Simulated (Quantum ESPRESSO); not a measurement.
Here is a Quantum ESPRESSO 7.5 calculation.

pw.in

```
&CONTROL
  calculation = 'scf'
  prefix = 'pwscf'
  outdir = './tmp'
  pseudo_dir = './pseudo'
  tprnfor = .true.
  tstress = .true.
  disk_io = 'low'
/
&SYSTEM
  space_group = 229
  A = 3.76505048
  nat = 1
  ntyp = 1
  ecutwfc = 70
  nbnd = 12
  input_dft = 'beef-vdw'
  occupations = 'smearing'
  smearing = 'gaussian'
  degauss = 0.01469973
  tot_charge = 1
/
&ELECTRONS
  conv_thr = 1d-06
  electron_maxstep = 120
  mixing_beta = 0.5
/
ATOMIC_SPECIES
In   114.8180 In.upf
ATOMIC_POSITIONS crystal_sg
In     0.0000000000    0.0000000000    0.0000000000
K_POINTS automatic
10 10 10 0 0 0
```

File bands.in:

```
&CONTROL
  calculation = 'bands'
  prefix = 'pwscf'
  outdir = './tmp'
  pseudo_dir = './pseudo'
  disk_io = 'low'
  verbosity = 'high'
/
&SYSTEM
  space_group = 229
  A = 3.76505048
  nat = 1
  ntyp = 1
  ecutwfc = 70
  nbnd = 12
  input_dft = 'beef-vdw'
  occupations = 'smearing'
  smearing = 'gaussian'
  degauss = 0.01469973
  tot_charge = 1
/
&ELECTRONS
  conv_thr = 1d-08
  electron_maxstep = 120
  mixing_beta = 0.5
  diago_full_acc = .true.
/
ATOMIC_SPECIES
In   114.8180 In.upf
ATOMIC_POSITIONS crystal_sg
In     0.0000000000    0.0000000000    0.0000000000
K_POINTS crystal
60
 0.0000000000  0.0000000000  0.0000000000 1
-0.0416666667 -0.0416666667 -0.0416666667 1
-0.0833333333 -0.0833333333 -0.0833333333 1
-0.1250000000 -0.1250000000 -0.1250000000 1
-0.1666666667 -0.1666666667 -0.1666666667 1
-0.2083333333 -0.2083333333 -0.2083333333 1
-0.2500000000 -0.2500000000 -0.2500000000 1
-0.2916666667 -0.2916666667 -0.2916666667 1
-0.3333333333 -0.3333333333 -0.3333333333 1
-0.3750000000 -0.3750000000 -0.3750000000 1
-0.4166666667 -0.4166666667 -0.4166666667 1
-0.4583333333 -0.4583333333 -0.4583333333 1
-0.5000000000 -0.5000000000 -0.5000000000 1
-0.4375000000 -0.4375000000 -0.5000000000 1
-0.3750000000 -0.3750000000 -0.5000000000 1
-0.3125000000 -0.3125000000 -0.5000000000 1
-0.2500000000 -0.2500000000 -0.5000000000 1
-0.1875000000 -0.1875000000 -0.5000000000 1
-0.1250000000 -0.1250000000 -0.5000000000 1
-0.0625000000 -0.0625000000 -0.5000000000 1
 0.0000000000  0.0000000000 -0.5000000000 1
 0.0000000000  0.0000000000 -0.4444444444 1
 0.0000000000  0.0000000000 -0.3888888889 1
 0.0000000000  0.0000000000 -0.3333333333 1
 0.0000000000  0.0000000000 -0.2777777778 1
 0.0000000000  0.0000000000 -0.2222222222 1
 0.0000000000  0.0000000000 -0.1666666667 1
 0.0000000000  0.0000000000 -0.1111111111 1
 0.0000000000  0.0000000000 -0.0555555556 1
 0.0000000000  0.0000000000  0.0000000000 1
-0.0227272727  0.0227272727 -0.0227272727 1
-0.0454545455  0.0454545455 -0.0454545455 1
-0.0681818182  0.0681818182 -0.0681818182 1
-0.0909090909  0.0909090909 -0.0909090909 1
-0.1136363636  0.1136363636 -0.1136363636 1
-0.1363636364  0.1363636364 -0.1363636364 1
-0.1590909091  0.1590909091 -0.1590909091 1
-0.1818181818  0.1818181818 -0.1818181818 1
-0.2045454545  0.2045454545 -0.2045454545 1
-0.2272727273  0.2272727273 -0.2272727273 1
-0.2500000000  0.2500000000 -0.2500000000 1
-0.2708333333  0.1875000000 -0.2708333333 1
-0.2916666667  0.1250000000 -0.2916666667 1
-0.3125000000  0.0625000000 -0.3125000000 1
-0.3333333333  0.0000000000 -0.3333333333 1
-0.3541666667 -0.0625000000 -0.3541666667 1
-0.3750000000 -0.1250000000 -0.3750000000 1
-0.3958333333 -0.1875000000 -0.3958333333 1
-0.4166666667 -0.2500000000 -0.4166666667 1
-0.4375000000 -0.3125000000 -0.4375000000 1
-0.4583333333 -0.3750000000 -0.4583333333 1
-0.4791666667 -0.4375000000 -0.4791666667 1
-0.5000000000 -0.5000000000 -0.5000000000 1
-0.2500000000  0.2500000000 -0.2500000000 1
-0.2083333333  0.2083333333 -0.2916666667 1
-0.1666666667  0.1666666667 -0.3333333333 1
-0.1250000000  0.1250000000 -0.3750000000 1
-0.0833333333  0.0833333333 -0.4166666667 1
-0.0416666667  0.0416666667 -0.4583333333 1
 0.0000000000  0.0000000000 -0.5000000000 1
```

Potentials or basis: Ansatz NC SR PBE.

Launch:

```sh
$ OMP_NUM_THREADS=1 pw.x -in pw.in > pw.out
$ OMP_NUM_THREADS=1 pw.x -in bands.in > bands.out
```

Q: What does it give for the band gap on the k mesh?

A: None (metal or under the smearing width).

Q: Estimate the pressure.

A: -74.7 GPa.

Levels at the corners of the path, in eV from the Fermi level:
```
point  band 4  band 5  band 6  band 7  band 8  band 9
    Γ  -13.05  -13.05   -7.15   12.71   12.71   12.71
    H  -12.94  -12.94    2.62    3.52    3.52    3.52
    N  -13.06  -12.91   -1.91   -0.67    7.89    9.57
    Γ  -13.05  -13.05   -7.15   12.71   12.71   12.71
    P  -13.06  -13.06   -0.48    2.54    2.54    2.54
    H  -12.94  -12.94    2.62    3.52    3.52    3.52
    P  -13.06  -13.06   -0.48    2.54    2.54    2.54
    N  -13.06  -12.91   -1.91   -0.67    7.89    9.57
```

Caveat: the cell carries a net charge on a neutralising background, which shifts energy and pressure; the potentials were made for another functional, which shifts forces and pressure; a pressure of tens of GPa on the cell as given is suspect, and the run, the potentials or the cell itself is likely at fault; spin-orbit coupling is left out, which moves the levels of the heavy elements.
